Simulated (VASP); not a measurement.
# WS2 (P6_3/mmc) in VASP: a series of runs

Aim: see how the results for WS2 move with the level of theory and the settings. Levels: PBE, PBE+D3(BJ). Tasks: band structure.

Program: VASP 6.6.1. These are calculated values, not measurements. Logs are shortened: lines on timing, memory, paths and dates and some standing lists are left out, and cuts for length are marked.

## (1) The crystal as given

It takes space group P6_3/mmc (No. 194, hexagonal). The conventional cell has a = 3.188 Å, b = 3.188 Å, c = 14.519 Å, α = 90.00°, β = 90.00°, γ = 120.00°. W (site symmetry -6m2) has 6 S at 2.42 Å as nearest neighbours. Around S (site symmetry 3m) lie 3 W at 2.42 Å.

## (2) Band structure, PBE

Contents of INCAR:

```
ALGO     = Normal         # electronic algorithm
EDIFF    = 1E-6           # SCF threshold, eV
ENCUT    = 520            # plane-wave cutoff, eV
GGA      = PE             # functional
ICORELEVEL= 1            
ISIF     = 2              # what is computed and relaxed
ISMEAR   = 0              # smearing method
KPAR     = 2            
LASPH    = True           # aspherical terms in the spheres
LCHARG   = False          # write CHGCAR
LMAXMIX  = 4              # l up to which the mixer works
LREAL    = False          # projectors in reciprocal space
LWAVE    = False          # write WAVECAR
NBANDS   = 35             # bands
NELM     = 80             # most SCF steps
PREC     = Accurate       # precision mode
SIGMA    = 0.03           # smearing width, eV
```

Contents of KPOINTS:

```
k-points
0
Gamma
  12 12 3
```

Contents of POSCAR:

```
WS2                                     
1.0
    3.1881147157     -0.0000000000      0.0000000000
   -1.5940573578      2.7609883299      0.0000000000
    0.0000000000     -0.0000000000     14.5186933442
  W               S             
     2     4
Direct
     0.3333333300000021    0.6666666699999979    0.2500000000000000
     0.6666666699999979    0.3333333300000021    0.7500000000000000
     0.3333333300000021    0.6666666699999979    0.6418046573578348
     0.6666666699999979    0.3333333300000021    0.1418046573578346
     0.3333333300000021    0.6666666699999979    0.8581953426421652
     0.6666666699999979    0.3333333300000021    0.3581953426421653
```

Contents of KPOINTS_OPT:

```
explicit points
141
Reciprocal
 0.0000000000  0.0000000000  0.0000000000 1
 0.0357142857  0.0000000000  0.0000000000 1
 0.0714285714  0.0000000000  0.0000000000 1
 0.1071428571  0.0000000000  0.0000000000 1
 0.1428571429  0.0000000000  0.0000000000 1
 0.1785714286  0.0000000000  0.0000000000 1
[... 133 lines left out ...]
 0.5000000000  0.0000000000  0.5000000000 1
 0.5000000000  0.0000000000  0.0000000000 1
```

Potentials or basis: VASP PAW PBE potentials, release 64 (W_sv, S).

The run is started by

```bash
$ cat potpaw_PBE.64/W_sv/POTCAR potpaw_PBE.64/S/POTCAR > POTCAR
$ mpirun -np 2 vasp_std > vasp.out
```

OUTCAR:

```text
EDIFF = 1E-6
   ENCUT = 520
   GGA = PE
   ISIF = 2
   ISMEAR = 0
   LASPH = True
   LREAL = False
   NELM = 80
   PREC = Accurate

 ion  position               nearest neighbor table
   1  0.333  0.667  0.250-   4 2.42   6 2.42   4 2.42   6 2.42   4 2.42   6 2.42
   2  0.667  0.333  0.750-   3 2.42   5 2.42   3 2.42   5 2.42   3 2.42   5 2.42
   3  0.333  0.667  0.642-   2 2.42   2 2.42   2 2.42
   4  0.667  0.333  0.142-   1 2.42   1 2.42   1 2.42
   5  0.333  0.667  0.858-   2 2.42   2 2.42   2 2.42
   6  0.667  0.333  0.358-   1 2.42   1 2.42   1 2.42

  LATTYP: Found a hexagonal cell.
 ALAT       =     3.1881147157
 C/A-ratio  =     4.5540059373

  Lattice vectors:

 A1 = (   3.1881147157,   0.0000000000,   0.0000000000)
 A2 = (  -1.5940573578,   2.7609883299,   0.0000000000)
 A3 = (   0.0000000000,   0.0000000000,  14.5186933442)

Analysis of symmetry for initial positions (statically):
=====================================================================
 Subroutine PRICEL returns:
 Original cell was already a primitive cell.

 Routine SETGRP: Setting up the symmetry group for a
 hexagonal supercell.

 Subroutine GETGRP returns: Found 24 space group operations
 (whereof 12 operations were pure point group operations)
 out of a pool of 24 trial point group operations.

The static configuration has the point symmetry D_3d.
 The point group associated with its full space group is D_6h.

Analysis of symmetry for dynamics (positions and initial velocities):
=====================================================================
 Subroutine PRICEL returns:
 Original cell was already a primitive cell.

 Routine SETGRP: Setting up the symmetry group for a
 hexagonal supercell.

 Subroutine GETGRP returns: Found 24 space group operations
 (whereof 12 operations were pure point group operations)
 out of a pool of 24 trial point group operations.

The dynamic configuration has the point symmetry D_3d.
 The point group associated with its full space group is D_6h.

 Subroutine INISYM returns: Found 24 space group operations
 (whereof 12 operations are pure point group operations),
 and found     1 'primitive' translations

----------------------------------------------------------------------------------------

                                     Primitive cell

  volume of cell :     127.7986

  direct lattice vectors                    reciprocal lattice vectors
     3.188114716  0.000000000  0.000000000     0.313664999  0.181094572  0.000000000
    -1.594057358  2.760988330  0.000000000     0.000000000  0.362189144  0.000000000
     0.000000000  0.000000000 14.518693344     0.000000000  0.000000000  0.068876722

  length of vectors
     3.188114716  3.188114712 14.518693344     0.362189144  0.362189144  0.068876722

  position of ions in fractional coordinates (direct lattice)
     0.333333330  0.666666670  0.250000000
     0.666666670  0.333333330  0.750000000
     0.333333330  0.666666670  0.641804657
     0.666666670  0.333333330  0.141804657
     0.333333330  0.666666670  0.858195343
     0.666666670  0.333333330  0.358195343

  ion indices of the primitive-cell ions
   primitive index   ion index
                 1           1
                 2           2
                 3           3
                 4           4
                 5           5
                 6           6

----------------------------------------------------------------------------------------

 KPOINTS: k-points

Automatic generation of k-mesh.
 Grid dimensions read from file:
 generate k-points for:   12   12    3

 Generating k-lattice:

  Cartesian coordinates                     Fractional coordinates (reciprocal lattice)
     0.026138750  0.015091214  0.000000000     0.083333333  0.000000000  0.000000000
     0.000000000  0.030182429  0.000000000     0.000000000  0.083333333  0.000000000
     0.000000000  0.000000000  0.022958907     0.000000000  0.000000000  0.333333333

  Length of vectors
     0.030182429  0.030182429  0.022958907

  Shift w.r.t. Gamma in fractional coordinates (k-lattice)
[... 47 lines left out ...]

  energy without entropy =      -47.36355731  energy(sigma->0) =      -47.36355731

 the core state eigenenergies are
   1-  1s -69458.4610  2s -11979.0077  2p -10472.6141  3s  -2751.5978  3p  -2305.7109
       3d  -1793.6733  4s   -560.0330  4p   -413.8180  4d   -228.6968  4f    -23.5900

   2-  1s -69458.4610  2s -11979.0077  2p -10472.6141  3s  -2751.5978  3p  -2305.7109
       3d  -1793.6733  4s   -560.0330  4p   -413.8180  4d   -228.6968  4f    -23.5900

   3-  1s  -2394.6603  2s   -200.7187  2p   -145.4929
   4-  1s  -2394.6603  2s   -200.7187  2p   -145.4929
   5-  1s  -2394.6603  2s   -200.7187  2p   -145.4929
   6-  1s  -2394.6603  2s   -200.7187  2p   -145.4929

 E-fermi :   5.2833     XC(G=0):  -9.6655

 val. band max:        4.9664603549   @ k =   0.0000   0.0000   0.0000
 cond. band min:       6.5645261915   @ k =   0.3333   0.3333   0.3333
 fundamental gap:      1.5980658366
 Fermi energy:         5.2833337079

 k-point     1 :       0.0000    0.0000    0.0000
  band No.  band energies     occupation
      1     -69.2883      2.00000
      2     -69.2883      2.00000
      3     -33.5161      2.00000
      4     -33.5161      2.00000
      5     -33.3726      2.00000
      6     -33.3726      2.00000
[... 27 lines left out ...]
     34       7.7806      0.00000
     35       9.8163      0.00000

 k-point     2 :       0.0833    0.0000    0.0000
  band No.  band energies     occupation
      1     -69.2872      2.00000
      2     -69.2872      2.00000
      3     -33.5121      2.00000
      4     -33.5121      2.00000
      5     -33.3948      2.00000
      6     -33.3948      2.00000
[... 27 lines left out ...]
     34       7.8376      0.00000
     35      10.3092      0.00000
[... 153 lines left out ...]
 k-point     7 :       0.5000    0.0000    0.0000
  band No.  band energies     occupation
      1     -69.2721      2.00000
      2     -69.2721      2.00000
      3     -33.6958      2.00000
      4     -33.6958      2.00000
      5     -33.4565      2.00000
      6     -33.4565      2.00000
[... 27 lines left out ...]
     34       9.4816      0.00000
     35       9.7441      0.00000

 k-point     8 :       0.0833    0.0833    0.0000
  band No.  band energies     occupation
      1     -69.2851      2.00000
      2     -69.2851      2.00000
      3     -33.5047      2.00000
      4     -33.5047      2.00000
      5     -33.4349      2.00000
      6     -33.4349      2.00000
      7     -33.3885      2.00000
      8     -33.3885      2.00000
      9      -9.6427      2.00000
     10      -9.6196      2.00000
     11      -8.2476      2.00000
     12      -8.2034      2.00000
     13      -1.2911      2.00000

------------------------ aborting loop because EDIFF is reached ----------------------------------------

  FORCE on cell =-STRESS in cart. coord.  units (eV):
  Direction    XX          YY          ZZ          XY          YZ          ZX
  --------------------------------------------------------------------------------------
  -------------------------------------------------------------------------------------
  Total       -0.0368510     -0.0368510      0.0096565     -0.0000000      0.0000000      0.0000000
  in kB       -0.4619912     -0.4619912      0.1210606     -0.0000000      0.0000000      0.0000000
  external PRESSURE =      -0.2676406 kB  Pullay stress =       0.0000000 kB

 VOLUME and BASIS-vectors are now :
 -----------------------------------------------------------------------------
  energy-cutoff  :      520.00
  volume of cell :      127.80
      direct lattice vectors                 reciprocal lattice vectors
     3.188114716  0.000000000  0.000000000     0.313664999  0.181094572  0.000000000
    -1.594057358  2.760988330  0.000000000     0.000000000  0.362189144  0.000000000
     0.000000000  0.000000000 14.518693344     0.000000000  0.000000000  0.068876722

 POSITION                                       TOTAL-FORCE (eV/Angst)
 -----------------------------------------------------------------------------------
     -0.00000      1.84066      3.62967         0.000000     -0.000000      0.000000
      1.59406      0.92033     10.88902        -0.000000     -0.000000      0.000000
     -0.00000      1.84066      9.31817         0.000000     -0.000000     -0.003108
      1.59406      0.92033      2.05882        -0.000000      0.000000     -0.003108
     -0.00000      1.84066     12.45988         0.000000     -0.000000      0.003108
      1.59406      0.92033      5.20053        -0.000000      0.000000      0.003108
 -----------------------------------------------------------------------------------
    total drift:                               -0.000011      0.000006     -0.000000

  FREE ENERGIE OF THE ION-ELECTRON SYSTEM (eV)
  ---------------------------------------------------
  free  energy   TOTEN  =       -47.3635573102 eV

  energy  without entropy=      -47.3635573102  energy(sigma->0) =      -47.36355731
```

Run time: 89 s. Hardware: 2 MPI ranks of Intel Xeon 6975P-C (Granite Rapids), shared host; peak memory 0.36 GiB.

What came out:

- Free energy: -47.3636 eV
- Pressure: 0.0 GPa
- Largest force: 0.003 eV/Å
- Band gap on the k mesh: 1.60 eV, indirect (least direct gap 1.79 eV)
- Band gap along the path: 1.60 eV, indirect (least direct gap 1.79 eV)

Forces on the atoms (eV/Å):
```
W    0.000  0.000  0.000
W    0.000  0.000  0.000
S    0.000  0.000 -0.003
S    0.000  0.000 -0.003
S    0.000  0.000  0.003
S    0.000  0.000  0.003
```

Levels at the corners of the path, in eV from the valence-band top:
```
point  band 24  band 25  band 26  band 27  band 28  band 29
    Γ    -1.83    -0.48     0.00     2.66     2.66     2.66
    M    -1.48    -1.15    -1.13     2.62     2.62     3.03
    M    -1.48    -1.15    -1.13     2.62     2.62     3.03
    K    -2.60    -0.23    -0.20     1.60     1.60     2.98
    K    -2.60    -0.23    -0.20     1.60     1.60     2.98
    Γ    -1.83    -0.48     0.00     2.66     2.66     2.66
    Γ    -1.83    -0.48     0.00     2.66     2.66     2.66
    A    -1.83    -0.20    -0.20     2.66     2.66     2.66
    A    -1.83    -0.20    -0.20     2.66     2.66     2.66
    L    -1.49    -1.14    -1.14     2.62     2.62     3.07
    L    -1.49    -1.14    -1.14     2.62     2.62     3.07
    H    -2.60    -0.21    -0.21     1.60     1.60     3.12
    H    -2.60    -0.21    -0.21     1.60     1.60     3.12
    A    -1.83    -0.20    -0.20     2.66     2.66     2.66
    L    -1.49    -1.14    -1.14     2.62     2.62     3.07
    M    -1.48    -1.15    -1.13     2.62     2.62     3.03
    K    -2.60    -0.23    -0.20     1.60     1.60     2.98
    H    -2.60    -0.21    -0.21     1.60     1.60     3.12
```

Core levels (eV, on the scale of the bands):
```csv
atom,levels
1 W,"1s -69458.5, 2s -11979.0, 2p -10472.6, 3s -2751.6, 3p -2305.7, 3d -1793.7, 4s -560.0, 4p -413.8, 4d -228.7, 4f -23.6"
2 W,"1s -69458.5, 2s -11979.0, 2p -10472.6, 3s -2751.6, 3p -2305.7, 3d -1793.7, 4s -560.0, 4p -413.8, 4d -228.7, 4f -23.6"
3 S,"1s -2394.7, 2s -200.7, 2p -145.5"
4 S,"1s -2394.7, 2s -200.7, 2p -145.5"
5 S,"1s -2394.7, 2s -200.7, 2p -145.5"
6 S,"1s -2394.7, 2s -200.7, 2p -145.5"
```

Caveat: spin-orbit coupling is left out, which moves the levels of the heavy elements; this functional lacks dispersion, which binds the layers, so the pressure and a relaxed spacing across them are unreliable.

[end of part 1 of 2]
